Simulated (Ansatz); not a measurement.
Isolated molecules relaxed with PBE0-D4/def2-TZVP in Ansatz; ΔE leaves out vibrations. CCSD(T)/CBS is the MP2 limit (def2-TZVPP, def2-QZVPP) plus CCSD(T) − MP2 in def2-TZVPP, frozen cores. Elements past krypton have def2 core potentials. For Cu, I outer-core shells are correlated without core-valence functions, which leaves a few kJ/mol of doubt a bond. Scalar relativity is left out up to krypton. One conformer a species, not always the lowest.

Consider the ligand exchange at a Cu–I bond: `[Cu][I]` + tert-butanol → `CC(C)(C)[O][Cu]` + HI.

| species | CCSD(T)/CBS(def2) energy (Eh) |
| --- | --- |
| `[Cu][I]` | -1936.97972 |
| `CC(C)(C)O` | -233.41670 |
| `CC(C)(C)[O][Cu]` | -1872.29173 |
| HI | -298.03592 |

Question: Work out ΔE.

Answer: ΔE = (-1872.29173) + (-298.03592) − (-1936.97972) − (-233.41670) = 0.06877 Eh = +1.87 eV.

Largest T1 diagnostic among the species: 0.029, so the coupled-cluster value is less sure than usual.

The D4 term adds −0.09 eV with B3LYP and −0.05 eV with PBE0; it sums over pairs of atoms, weighted by their polarisabilities, and B3LYP, whose exchange is more repulsive, gets the larger term. From r2SCAN to r2SCAN0 (25 % exact exchange), in def2-TZVPP and without D4, ΔE moves by +0.26 eV.

B3LYP here is the variant with VWN-RPA as its local correlation; programs differ in this.
